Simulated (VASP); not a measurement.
# NaF (Villiaumite) (Fm-3m) in VASP: settings compared

One crystal, NaF (Villiaumite), is run at these levels: LDA, r2SCAN, TB-mBJ; tasks: band structure.

Everything below comes from runs of VASP 6.6.1. Logs are shortened: lines on timing, memory, paths and dates and some standing lists are left out, and cuts for length are marked.

## 1. The structure

It takes space group Fm-3m (No. 225, cubic). Conventional cell: a = 4.640 Å, b = 4.640 Å, c = 4.640 Å, α = 90.00°, β = 90.00°, γ = 90.00°. Na (site symmetry m-3m) is surrounded by 6 F at 2.32 Å. F (site symmetry m-3m) has 6 Na at 2.32 Å as nearest neighbours.

## 2. Band structure, LDA

The input, POSCAR:

```
NaF
1.0
    0.0000000000      2.3200000000      2.3200000000
    2.3200000000      0.0000000000      2.3200000000
    2.3200000000      2.3200000000      0.0000000000
Na F
1 1
Direct
    0.0000000000      0.0000000000      0.0000000000
    0.5000000000      0.5000000000      0.5000000000
```

The input, INCAR.step1:

```
SYSTEM = NaF
PREC     = Accurate       ! precision mode
ENCUT    = 520            ! plane-wave cutoff, eV
EDIFF    = 1E-7           ! SCF threshold, eV
ISMEAR   = 0              ! smearing method
SIGMA    = 0.02           ! smearing width, eV
LREAL    = .False.        ! projectors in reciprocal space
LASPH    = .True.         ! aspherical terms in the spheres
NELM     = 80             ! most SCF steps
ALGO     = Normal         ! electronic algorithm
ISIF     = 2              ! what is computed and relaxed
LWAVE    = .False.        ! write WAVECAR
LCHARG   = .True.         ! write CHGCAR
GGA      = CA             ! functional
```

The input, KPOINTS.step1:

```
Automatic mesh
0
Gamma
  10 10 10
  0 0 0
```

The input, INCAR.step2:

```
SYSTEM = NaF
PREC     = Accurate       ! precision mode
ENCUT    = 520            ! plane-wave cutoff, eV
EDIFF    = 1E-7           ! SCF threshold, eV
ISMEAR   = 0              ! smearing method
SIGMA    = 0.05           ! smearing width, eV
LREAL    = .False.        ! projectors in reciprocal space
LASPH    = .True.         ! aspherical terms in the spheres
NELM     = 80             ! most SCF steps
ALGO     = Normal         ! electronic algorithm
ISIF     = 2              ! what is computed and relaxed
LWAVE    = .False.        ! write WAVECAR
LCHARG   = .False.        ! write CHGCAR
GGA      = CA             ! functional
ICHARG   = 11             ! starting density
```

The input, KPOINTS.step2:

```
path GXWKGLUWLK,UX
20
line-mode
reciprocal
 0.0000000000  0.0000000000  0.0000000000  G
 0.5000000000  0.0000000000  0.5000000000  X

 0.5000000000  0.0000000000  0.5000000000  X
 0.5000000000  0.2500000000  0.7500000000  W

 0.5000000000  0.2500000000  0.7500000000  W
 0.3750000000  0.3750000000  0.7500000000  K

 0.3750000000  0.3750000000  0.7500000000  K
 0.0000000000  0.0000000000  0.0000000000  G

 0.0000000000  0.0000000000  0.0000000000  G
 0.5000000000  0.5000000000  0.5000000000  L

 0.5000000000  0.5000000000  0.5000000000  L
 0.6250000000  0.2500000000  0.6250000000  U

 0.6250000000  0.2500000000  0.6250000000  U
 0.5000000000  0.2500000000  0.7500000000  W

 0.5000000000  0.2500000000  0.7500000000  W
 0.5000000000  0.5000000000  0.5000000000  L

 0.5000000000  0.5000000000  0.5000000000  L
 0.3750000000  0.3750000000  0.7500000000  K

 0.6250000000  0.2500000000  0.6250000000  U
 0.5000000000  0.0000000000  0.5000000000  X
```

Potentials or basis: VASP PAW LDA potentials, release 64 (Na_pv, F).

Command:

```bash
cat potpaw_LDA.64/Na_pv/POTCAR potpaw_LDA.64/F/POTCAR > POTCAR
cp INCAR.step1 INCAR
cp KPOINTS.step1 KPOINTS
mpirun -np 1 vasp_std > vasp.out
cp INCAR.step2 INCAR
cp KPOINTS.step2 KPOINTS
mpirun -np 1 vasp_std > vasp.out
```

OUTCAR:

```text
SYSTEM = NaF
   PREC = Accurate
   ENCUT = 520
   EDIFF = 1E-7
   ISMEAR = 0
   LREAL = .False.
   LASPH = .True.
   NELM = 80
   ISIF = 2
   GGA = CA
   ICHARG = 11

 ion  position               nearest neighbor table
   1  0.000  0.000  0.000-   2 2.32   2 2.32   2 2.32   2 2.32   2 2.32   2 2.32
   2  0.500  0.500  0.500-   1 2.32   1 2.32   1 2.32   1 2.32   1 2.32   1 2.32

  LATTYP: Found a face centered cubic cell.
 ALAT       =     4.6400000000

  Lattice vectors:

 A1 = (   0.0000000000,   2.3200000000,   2.3200000000)
 A2 = (   2.3200000000,   0.0000000000,   2.3200000000)
 A3 = (   2.3200000000,   2.3200000000,   0.0000000000)

Analysis of symmetry for initial positions (statically):
=====================================================================
 Subroutine PRICEL returns:
 Original cell was already a primitive cell.

 Routine SETGRP: Setting up the symmetry group for a
 face centered cubic supercell.

 Subroutine GETGRP returns: Found 48 space group operations
 (whereof 48 operations were pure point group operations)
 out of a pool of 48 trial point group operations.

The static configuration has the point symmetry O_h .

Analysis of symmetry for dynamics (positions and initial velocities):
=====================================================================
 Subroutine PRICEL returns:
 Original cell was already a primitive cell.

 Routine SETGRP: Setting up the symmetry group for a
 face centered cubic supercell.

 Subroutine GETGRP returns: Found 48 space group operations
 (whereof 48 operations were pure point group operations)
 out of a pool of 48 trial point group operations.

The dynamic configuration has the point symmetry O_h .

 Subroutine INISYM returns: Found 48 space group operations
 (whereof 48 operations are pure point group operations),
 and found     1 'primitive' translations

----------------------------------------------------------------------------------------

                                     Primitive cell

  volume of cell :      24.9743

  direct lattice vectors                    reciprocal lattice vectors
     0.000000000  2.320000000  2.320000000    -0.215517241  0.215517241  0.215517241
     2.320000000  0.000000000  2.320000000     0.215517241 -0.215517241  0.215517241
     2.320000000  2.320000000  0.000000000     0.215517241  0.215517241 -0.215517241

  length of vectors
     3.280975465  3.280975465  3.280975465     0.373286812  0.373286812  0.373286812

  position of ions in fractional coordinates (direct lattice)
     0.000000000  0.000000000  0.000000000
     0.500000000  0.500000000  0.500000000

  ion indices of the primitive-cell ions
   primitive index   ion index
                 1           1
                 2           2

----------------------------------------------------------------------------------------

 KPOINTS: path GXWKGLUWLK,UX

Interpolating k-points between supplied coordinates.

 Line segments in fractional coordinates (reciprocal lattice):
    0.000000  0.000000  0.000000  ...  0.500000  0.000000  0.500000
    0.500000  0.000000  0.500000  ...  0.500000  0.250000  0.750000
    0.500000  0.250000  0.750000  ...  0.375000  0.375000  0.750000
    0.375000  0.375000  0.750000  ...  0.000000  0.000000  0.000000
    0.000000  0.000000  0.000000  ...  0.500000  0.500000  0.500000
    0.500000  0.500000  0.500000  ...  0.625000  0.250000  0.625000
    0.625000  0.250000  0.625000  ...  0.500000  0.250000  0.750000
    0.500000  0.250000  0.750000  ...  0.500000  0.500000  0.500000
    0.500000  0.500000  0.500000  ...  0.375000  0.375000  0.750000
    0.625000  0.250000  0.625000  ...  0.500000  0.000000  0.500000

 Generated    20 points on each line segment, for a total of    200 k-points:

 Following reciprocal coordinates:
            Coordinates               Weight
  0.000000  0.000000  0.000000      0.005000
  0.026316  0.000000  0.026316      0.005000
  0.052632  0.000000  0.052632      0.005000
  0.078947  0.000000  0.078947      0.005000
  0.105263  0.000000  0.105263      0.005000
  0.131579  0.000000  0.131579      0.005000
[... 16 lines left out ...]
  0.500000  0.026316  0.526316      0.005000
  0.500000  0.039474  0.539474      0.005000
 [... further k-points ...]
   k-points           NKPTS =    200   k-points in BZ     NKDIM =    200   number of bands    NBANDS=     11
   number of dos      NEDOS =    301   number of ions     NIONS =      2
   total plane-waves  NPLWV =  13824
   dimension x,y,z NGX =    24 NGY =   24 NGZ =   24
   dimension x,y,z NGXF=    48 NGYF=   48 NGZF=   48
   ions per type =               1   1
   NGX,Y,Z   is equivalent  to a cutoff of  12.16, 12.16, 12.16 a.u.
   NGXF,Y,Z  is equivalent  to a cutoff of  24.32, 24.32, 24.32 a.u.
 SYSTEM =  NaF
   PREC   = accura    normal or accurate (medium, high low for compatibility)
   ISTART =      0    job   : 0-new  1-cont  2-samecut
   ICHARG =     11    charge: 1-file 2-atom 10-const
   ISPIN  =      1    spin polarized calculation?
   LNONCOLLINEAR =      F non collinear calculations
   LSORBIT =      F    spin-orbit coupling
   LASPH  =      T    aspherical Exc in radial PAW
   ENCUT  =  520.0 eV  38.22 Ry    6.18 a.u.   6.10  6.10  6.10*2*pi/ulx,y,z
   NELM   =     80;   NELMIN=  2; NELMDL=  0     # of ELM steps
   EDIFF  = 0.1E-06   stopping-criterion for ELM
   LREAL  =      F    real-space projection
   EDIFFG = 0.1E-05   stopping-criterion for IOM
   NSW    =      0    number of steps for IOM
   IBRION =     -1    ionic relax: 0-MD 1-quasi-New 2-CG
   NFREE  =      0    steps in history (QN), initial steepest desc. (CG)
   ISIF   =      2    stress and relaxation
   ISYM   =      2    0-nonsym 1-usesym 2-fastsym
   POTIM  = 0.5000    time-step for ionic-motion
   TEBEG  =    0.0;   TEEND  =   0.0 temperature during run
   PSTRESS=    0.0 pullay stress
   NELECT =      14.0000    total number of electrons
   NUPDOWN=      -1.0000    fix difference up-down
   EMIN   =  10.00;   EMAX   =-10.00  energy-range for DOS
   EFERMI =   0.00;   METHOD = LEGACY
   ISMEAR =     0;   SIGMA  =   0.05  broadening in eV -4-tet -1-fermi 0-gaus
   EFERMI_NEDOS =   21; number of points for ismear=-14 and -15
   IALGO  =     38    algorithm
   IMIX   =      4    mixing-type and parameters
     AMIX     =   0.40;   BMIX     =  1.00
     AMIX_MAG =   1.60;   BMIX_MAG =  1.00
  volume/ion in A,a.u.               =      12.49        84.27
  Fermi-wavevector in a.u.,A,eV,Ry     =   1.349852  2.550851 24.791186  1.822101
  Thomas-Fermi vector in A             =   2.477405
   LORBIT       =      0    0 simple, 1 ext, 2 COOP (PROOUT), +10 PAW based schemes
   GGA     = CA    functional components
   LHFCALC =     F    Hartree Fock is set to
   AEXX    =    0.0000 exact exchange contribution
   IVDW    =     0    specifies the selected vdW correction
   LEPSILON=     F    determine dielectric tensor
   LRPA    =     F    only Hartree local field effects (RPA)
 non-spin polarized calculation
 Gauss-broadening in eV      SIGMA  =   0.05
  energy-cutoff  :      520.00
  volume of cell :       24.97
 maximum number of plane-waves:       692

 number of electron      13.9999978 magnetization

 Free energy of the ion-electron system (eV)
  ---------------------------------------------------
  ext. energy  EPLUGINS =         0.00000000
  ---------------------------------------------------
  free energy    TOTEN  =        -9.36342525 eV

  energy without entropy =       -9.36342525  energy(sigma->0) =       -9.36342525

 E-fermi :  -2.2748     XC(G=0):  -9.9245

 val. band max:       -2.5287006932   @ k =   0.0000   0.0000   0.0000
 cond. band min:       3.4064980001   @ k =   0.0000   0.0000   0.0000
 fundamental gap:      5.9351986933
 Fermi energy:        -2.2748461053

 k-point     1 :       0.0000    0.0000    0.0000
  band No.  band energies     occupation
      1     -21.3005      2.00000
      2     -21.3005      2.00000
      3     -21.3005      2.00000
      4     -21.2819      2.00000
      5      -2.5287      2.00000
      6      -2.5287      2.00000
      7      -2.5287      2.00000
      8       3.4065      0.00000
      9      15.9790      0.00000
     10      15.9790      0.00000
     11      15.9790      0.00000

 k-point     2 :       0.0263    0.0000    0.0263
  band No.  band energies     occupation
      1     -21.3714      2.00000
      2     -21.3009      2.00000
      3     -21.3009      2.00000
      4     -21.2093      2.00000
      5      -2.5479      2.00000
      6      -2.5319      2.00000
      7      -2.5319      2.00000
      8       3.4415      0.00000
      9      15.8172      0.00000
     10      15.9852      0.00000
     11      15.9852      0.00000

 k-point     3 :       0.0526    0.0000    0.0526
  band No.  band energies     occupation
      1     -21.4471      2.00000
      2     -21.3020      2.00000
      3     -21.3020      2.00000
      4     -21.1284      2.00000
      5      -2.6033      2.00000
      6      -2.5413      2.00000
      7      -2.5413      2.00000
      8       3.5448      0.00000
      9      15.4265      0.00000
     10      16.0035      0.00000
     11      16.0035      0.00000

 k-point     4 :       0.0789    0.0000    0.0789
  band No.  band energies     occupation
      1     -21.5173      2.00000
      2     -21.3038      2.00000
      3     -21.3038      2.00000
      4     -21.0496      2.00000
      5      -2.6897      2.00000
      6      -2.5567      2.00000
      7      -2.5567      2.00000
      8       3.7114      0.00000
      9      14.9411      0.00000
     10      16.0332      0.00000
     11      16.0332      0.00000
[... 239 lines left out ...]
 k-point    22 :       0.5000    0.0132    0.5132
  band No.  band energies     occupation
      1     -21.4486      2.00000
      2     -21.3607      2.00000
      3     -21.3566      2.00000
      4     -21.0077      2.00000
      5      -3.8505      2.00000
      6      -2.9484      2.00000
      7      -2.9478      2.00000
      8      10.1881      0.00000
      9      10.2993      0.00000
     10      10.6814      0.00000
     11      16.7414      0.00000

 k-point    23 :       0.5000    0.0263    0.5263
  band No.  band energies     occupation
      1     -21.4481      2.00000
      2     -21.3728      2.00000
      3     -21.3571      2.00000
      4     -20.9947      2.00000
      5      -3.8465      2.00000
      6      -2.9538      2.00000
      7      -2.9514      2.00000
      8      10.1886      0.00000
      9      10.2987      0.00000
     10      10.7019      0.00000
     11      16.6643      0.00000

 k-point    24 :       0.5000    0.0395    0.5395
  band No.  band energies     occupation
      1     -21.4473      2.00000
      2     -21.3909      2.00000
      3     -21.3578      2.00000
      4     -20.9751      2.00000
      5      -3.8399      2.00000
      6      -2.9628      2.00000
      7      -2.9573      2.00000
      8      10.1897      0.00000
      9      10.2977      0.00000
     10      10.7357      0.00000
     11      16.5673      0.00000

 [... further k-points ...]

------------------------ aborting loop because EDIFF is reached ----------------------------------------

  FORCE on cell =-STRESS in cart. coord.  units (eV):
  Direction    XX          YY          ZZ          XY          YZ          ZX
  --------------------------------------------------------------------------------------
  -------------------------------------------------------------------------------------
  Total       -0.3579028     -0.3579028     -0.3579028     -0.0000000     -0.0000000      0.0000000
  in kB      -22.9605187    -22.9605187    -22.9605187     -0.0000000     -0.0000000      0.0000000
  external PRESSURE =     -22.9605187 kB  Pullay stress =       0.0000000 kB

 VOLUME and BASIS-vectors are now :
 -----------------------------------------------------------------------------
  energy-cutoff  :      520.00
  volume of cell :       24.97
      direct lattice vectors                 reciprocal lattice vectors
     0.000000000  2.320000000  2.320000000    -0.215517241  0.215517241  0.215517241
     2.320000000  0.000000000  2.320000000     0.215517241 -0.215517241  0.215517241
     2.320000000  2.320000000  0.000000000     0.215517241  0.215517241 -0.215517241

 POSITION                                       TOTAL-FORCE (eV/Angst)
 -----------------------------------------------------------------------------------
      0.00000      0.00000      0.00000        -0.000000      0.000000      0.000000
      2.32000      2.32000      2.32000         0.000000     -0.000000     -0.000000
 -----------------------------------------------------------------------------------
    total drift:                                0.000000     -0.000000      0.000000

  FREE ENERGIE OF THE ION-ELECTRON SYSTEM (eV)
  ---------------------------------------------------
  free  energy   TOTEN  =        -9.3634252486 eV

  energy  without entropy=       -9.3634252486  energy(sigma->0) =       -9.36342525
```

Wall time 22 s (1 thread of Intel Xeon Platinum 8488C (Sapphire Rapids), shared host); peak memory 0.16 GiB.

What came out:

```
Band gap on the k mesh  : 5.94 eV, direct
Band gap along the path : 5.94 eV, direct
```

Levels at the corners of the path, in eV from the valence-band top:
```csv
point,band 5,band 6,band 7,band 8,band 9,band 10
Γ,0.00,0.00,0.00,5.94,18.51,18.51
X,-1.32,-0.42,-0.42,12.72,12.83,13.20
X,-1.32,-0.42,-0.42,12.72,12.83,13.20
W,-0.91,-0.91,-0.59,12.77,12.77,14.78
W,-0.91,-0.91,-0.59,12.77,12.77,14.78
K,-1.10,-0.86,-0.38,12.38,12.79,14.30
K,-1.10,-0.86,-0.38,12.38,12.79,14.30
Γ,0.00,0.00,0.00,5.94,18.51,18.51
Γ,0.00,0.00,0.00,5.94,18.51,18.51
L,-1.65,-0.26,-0.26,10.36,12.06,19.62
L,-1.65,-0.26,-0.26,10.36,12.06,19.62
U,-1.10,-0.86,-0.38,12.38,12.79,14.30
U,-1.10,-0.86,-0.38,12.38,12.79,14.30
W,-0.91,-0.91,-0.59,12.77,12.77,14.78
W,-0.91,-0.91,-0.59,12.77,12.77,14.78
L,-1.65,-0.26,-0.26,10.36,12.06,19.62
L,-1.65,-0.26,-0.26,10.36,12.06,19.62
K,-1.10,-0.86,-0.38,12.38,12.79,14.30
U,-1.10,-0.86,-0.38,12.38,12.79,14.30
X,-1.32,-0.42,-0.42,12.72,12.83,13.20
```

Caveat: the log is that of the step along the path at fixed density, whose energy, stress, charges and moments have no meaning.

(Part 1 of 3 ends here.)
